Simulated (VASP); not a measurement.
# KMgF3 (Pm-3m) in VASP: a series of runs, part 2 of 2

VASP 6.6.1.

## Step 3: Equation of state, PBEsol, 12.39 Å³/atom (a relaxed cell with its volume scaled by 0.98)

File INCAR:

```
PREC     = Accurate       # precision mode
ENCUT    = 520            # plane-wave cutoff, eV
EDIFF    = 1E-7           # SCF threshold, eV
ISMEAR   = 0              # smearing method
SIGMA    = 0.02           # smearing width, eV
LREAL    = False          # projectors in reciprocal space
LASPH    = True           # aspherical terms in the spheres
NELM     = 80             # most SCF steps
ALGO     = Fast           # electronic algorithm
ISIF     = 2              # what is computed and relaxed
LWAVE    = False          # write WAVECAR
LCHARG   = False          # write CHGCAR
GGA      = PS             # functional
KPAR     = 2
```

File KPOINTS:

```
Automatic mesh
0
Gamma
  6 6 6
```

File POSCAR:

```
KMgF3                                   
1.0
    3.9566388038      0.0000000000      0.0000000000
    0.0000000000      3.9566388038     -0.0000000000
    0.0000000000      0.0000000000      3.9566388038
  K               Mg              F             
     1     1     3
Direct
     0.5000000000000000    0.5000000000000000    0.5000000000000000
     0.0000000000000000    0.0000000000000000    0.0000000000000000
     0.0000000000000000    0.0000000000000000    0.5000000000000000
     0.0000000000000000    0.5000000000000000    0.0000000000000000
     0.5000000000000000    0.0000000000000000    0.0000000000000000
```

Potentials or basis: VASP PAW PBE potentials, release 64 (K_sv, Mg, F).

Started as:

```console
$ cat potpaw_PBE.64/K_sv/POTCAR potpaw_PBE.64/Mg/POTCAR potpaw_PBE.64/F/POTCAR > POTCAR
$ mpirun -np 2 vasp_std > vasp.out
```

Wall time 28 s (2 MPI ranks of Intel Xeon Platinum 8259CL at 2.50GHz (Skylake/Cascade Lake), shared host); peak memory 0.17 GiB.

The run converged. Its results:

```yaml
Free_energy: -25.2532 eV
Pressure: 1.6 GPa
Band_gap_on_the_k_mesh: 7.29 eV, indirect (least direct gap 7.61 eV)
```

Caveat: the PAW data sets were made with another functional, which shifts forces and pressure a little.

## Step 4: Equation of state, PBEsol, 12.64 Å³/atom

INCAR is that of step 3.

KPOINTS is that of step 3.

POSCAR: that of step 3 with these lines changed.

```diff
@@ -2,5 +2,5 @@
 1.0
-    3.9566388038      0.0000000000      0.0000000000
-    0.0000000000      3.9566388038     -0.0000000000
-    0.0000000000      0.0000000000      3.9566388038
+    3.9833736607      0.0000000000      0.0000000000
+    0.0000000000      3.9833736607     -0.0000000000
+    0.0000000000      0.0000000000      3.9833736607
   K               Mg              F
```

Started as:

```console
$ cat potpaw_PBE.64/K_sv/POTCAR potpaw_PBE.64/Mg/POTCAR potpaw_PBE.64/F/POTCAR > POTCAR
$ mpirun -np 2 vasp_std > vasp.out
```

Wall time 31 s (2 MPI ranks of Intel Xeon Platinum 8259CL at 2.50GHz (Skylake/Cascade Lake), shared host); peak memory 0.16 GiB.

The run converged. Its results:

- Free energy: -25.2627 eV
- Pressure: 0.1 GPa
- Band gap on the k mesh: 7.14 eV, indirect (least direct gap 7.46 eV)

Caveat: the PAW data sets were made with another functional, which shifts forces and pressure a little.

## Step 5: Equation of state, PBEsol, 12.89 Å³/atom (a relaxed cell with its volume scaled by 1.02)

INCAR is that of step 4.

KPOINTS is that of step 4.

POSCAR: that of step 4 with these lines changed.

```diff
@@ -2,5 +2,5 @@
 1.0
-    3.9833736607      0.0000000000      0.0000000000
-    0.0000000000      3.9833736607     -0.0000000000
-    0.0000000000      0.0000000000      3.9833736607
+    4.0097543875      0.0000000000      0.0000000000
+    0.0000000000      4.0097543875     -0.0000000000
+    0.0000000000      0.0000000000      4.0097543875
   K               Mg              F
```

Started as:

```console
$ cat potpaw_PBE.64/K_sv/POTCAR potpaw_PBE.64/Mg/POTCAR potpaw_PBE.64/F/POTCAR > POTCAR
$ mpirun -np 2 vasp_std > vasp.out
```

Run time: 34 s. Hardware: 2 MPI ranks of Intel Xeon Platinum 8259CL at 2.50GHz (Skylake/Cascade Lake), shared host; peak memory 0.17 GiB.

It converged, with:

```
Free energy            : -25.2603 eV
Pressure               : -1.4 GPa
Band gap on the k mesh : 6.99 eV, indirect (least direct gap 7.32 eV)
```

Caveat: the PAW data sets were made with another functional, which shifts forces and pressure a little.

## Step 6: Equation of state, PBEsol, 13.15 Å³/atom (a relaxed cell with its volume scaled by 1.04)

INCAR is that of step 5.

KPOINTS is that of step 5.

POSCAR: that of step 5 with these lines changed.

```diff
@@ -2,5 +2,5 @@
 1.0
-    4.0097543875      0.0000000000      0.0000000000
-    0.0000000000      4.0097543875     -0.0000000000
-    0.0000000000      0.0000000000      4.0097543875
+    4.0357924833      0.0000000000      0.0000000000
+    0.0000000000      4.0357924833     -0.0000000000
+    0.0000000000      0.0000000000      4.0357924833
   K               Mg              F
```

Potentials or basis: VASP PAW PBE potentials, release 64 (K_sv, Mg, F).

Started as:

```console
$ cat potpaw_PBE.64/K_sv/POTCAR potpaw_PBE.64/Mg/POTCAR potpaw_PBE.64/F/POTCAR > POTCAR
$ mpirun -np 2 vasp_std > vasp.out
```

Wall time 24 s (2 MPI ranks of Intel Xeon Platinum 8259CL at 2.50GHz (Skylake/Cascade Lake), shared host); peak memory 0.17 GiB.

Results (log left out):

| Property | Result |
| --- | --- |
| Free energy | -25.2471 eV |
| Pressure | -2.6 GPa |
| Band gap on the k mesh | 6.85 eV, indirect (least direct gap 7.18 eV) |

Caveat: the PAW data sets were made with another functional, which shifts forces and pressure a little.

## Step 7: Equation of state, PBEsol

No new run: the results of the series are fitted here.

What came out:

```
Equilibrium volume                      : 12.71 Å³/atom
Bulk modulus                            : 74 GPa
Pressure derivative of the bulk modulus : 4.2 (rough: it moves with the points fitted)
```

Energy against volume, from the lowest point:
```csv
volume (Å³/atom),energy (meV/atom)
12.135,6.44
12.388,1.90
12.641,0.00
12.894,0.50
13.147,3.13
```

Caveat: the PAW data sets were made with another functional, which shifts forces and pressure a little.

## Step 8: Comparison with measurements

Step 7. Against the measured bulk modulus of KMgF3, 71.2 GPa (powder; “High-pressure structural, elastic and electronic properties of the scintillator host material, KMgF3”, 2007, arxiv:cond-mat/0703621), the calculated 74 GPa is off by +3.5 %. The fit is for a static lattice scaled at fixed shape and fixed fractional positions.
